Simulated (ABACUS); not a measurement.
MnS, 2 atoms in the cell. Symmetry: F-43m, No. 216, cubic system. Conventional cell: a = 4.947 Å, b = 4.947 Å, c = 4.947 Å, α = 90.00°, β = 90.00°, γ = 90.00°. Around Mn (site symmetry -43m) lie 4 S at 2.14 Å. S (site symmetry -43m) has 4 Mn at 2.14 Å as nearest neighbours. The cell is a database's computed one.

```yaml
Program: ABACUS 3.10.1
Task: single point
Functional: PBE
Potentials_or_basis: PseudoDojo NC SR 0.4.1 PBE standard
Cutoff: 1361 eV
Density_cutoff: 5442 eV
Basis: DZP LCAO (the cutoffs set its grid)
k_mesh: 9 × 9 × 9
Occupations: fermi-dirac, width 0.05 eV
Spin: collinear spin, ferromagnetic start
Starting_moments: "[4.0, 0.0] μB"
Orbital_files: Mn Mn_confined-atom_7au_3s2p2d1f.orb, S S_confined-atom_7au_2s2p1d.orb
Radial_cutoff_of_the_potentials_pseudo_rcut: 10 bohr
SCF_threshold_on_the_density: 1e-07
Max_SCF_steps: 100
Eigensolver: genelpa
Mixing: broyden
Mixing_share: 0.4
Symmetry_key: 1
```

Potentials or basis: PseudoDojo NC SR 0.4.1 PBE standard, DZP LCAO (the cutoffs set its grid).

Launch:

```sh
$ OMP_NUM_THREADS=1 mpirun -np 4 abacus > log
```

Hardware: 4 MPI ranks on INTEL(R) XEON(R) PLATINUM 8581C CPU @ 2.30GHz (Emerald Rapids), on a shared host.

Question: How long does it take, and how much memory?

Answer: Wall time 19 s on 4 MPI ranks on INTEL(R) XEON(R) PLATINUM 8581C CPU @ 2.30GHz (Emerald Rapids), on a shared host, peak memory 0.44 GiB a rank. Counts: scf iterations 27, k points 35, bands 17, basis 39, ranks 4.
